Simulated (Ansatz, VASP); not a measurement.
**One calculation of MgO, two programs**

The input POSCAR:

```
MgO
1.0
   -0.0970527184      2.2787433767      2.2787433767
    2.2787433767     -0.0970527184      2.2787433767
    2.2787433767      2.2787433767     -0.0970527184
Mg O
1 1
Direct
   -0.0035986036     -0.0035986036     -0.0035986036
    0.2535986036      0.2535986036      0.2535986036
```

INCAR.step1

```
ALGO     = Normal         # electronic algorithm
EDIFF    = 1E-4           # SCF threshold, eV
ENCUT    = 520            # plane-wave cutoff, eV
GGA      = PE             # functional
ISMEAR   = 0              # smearing method
LASPH    = True           # aspherical terms in the spheres
LCHARG   = False          # write CHGCAR
LREAL    = False          # projectors in reciprocal space
LWAVE    = True           # write WAVECAR
NBANDS   = 11             # bands
NELM     = 100            # most SCF steps
PREC     = Accurate       # precision mode
SIGMA    = 0.01           # smearing width, eV
```

The input INCAR.step2:

```
ALGO     = Normal         # electronic algorithm
EDIFF    = 1E-6           # SCF threshold, eV
ENCUT    = 520            # plane-wave cutoff, eV
ISIF     = 2              # what is computed and relaxed
ISMEAR   = 0              # smearing method
ISTART   = 1            
LASPH    = True           # aspherical terms in the spheres
LCHARG   = False          # write CHGCAR
LMIXTAU  = True         
LREAL    = False          # projectors in reciprocal space
LWAVE    = False          # write WAVECAR
METAGGA  = R2SCAN         # meta-GGA
NBANDS   = 11             # bands
NELM     = 100            # most SCF steps
PREC     = Accurate       # precision mode
SIGMA    = 0.01           # smearing width, eV
```

Contents of KPOINTS:

```
k-points
0
Gamma
  10 10 10
```

Input for Ansatz:

```yaml
crystal:
  lattice:
    - [-0.0970527184, 2.2787433767, 2.2787433767]
    - [2.2787433767, -0.0970527184, 2.2787433767]
    - [2.2787433767, 2.2787433767, -0.0970527184]
  atoms:
    - { symbol: Mg, position: [-0.0035986036, -0.0035986036, -0.0035986036] }
    - { symbol: O, position: [0.2535986036, 0.2535986036, 0.2535986036] }
kpoints:
  mp_grid: { grid: [10, 10, 10] }
  band_path:
    path:
      - [0.0, 0.0, 0.0]
      - [-0.5, -0.5, 0.0]
      - [-0.375, -0.375, 0.25]
      - [-0.375, 0.0, 0.375]
      - [0.0, 0.0, 0.5]
      - [-0.5, -0.25, 0.25]
    npoints: 1
hamiltonian:
  xc: r2scan
scf:
  occupations: { method: fixed }
  n_extra_bands: 4
output:
  forces: true
  stress: true
  eigenvalues: true
```

Change from the starting cell: epitaxial_111 strain +4.1%.

Alike in both runs: task single point; functional r2SCAN; k mesh 10 × 10 × 10; no spin polarisation.

```csv
,VASP,Ansatz
version,VASP 6.6.1,Ansatz 0.2.0
potentials or method,"VASP PAW PBE potentials, release 64 (Mg, O)","plane waves, PAW"
plane-wave cutoff (eV),520,500
occupations,"gaussian, width 0.01 eV",fixed
valence electrons in the cell,8,16
```

Ansatz gave:

| Quantity | Value |
| --- | --- |
| gap on the k mesh at the Fermi level (eV) | 3.76 |
| pressure (GPa) | -6.5 |
| largest component of the traceless stress (GPa) | 3.27 |

**Question.** Estimate VASP's values.

**Answer.** gap on the k mesh at the Fermi level (eV): 3.75; pressure (GPa): -7.1; largest component of the traceless stress (GPa): 3.32.

The two sets of potentials don't hold the same shells in valence.

Caveats: the PAW data sets were made with another functional, which shifts forces and pressure a little (VASP).
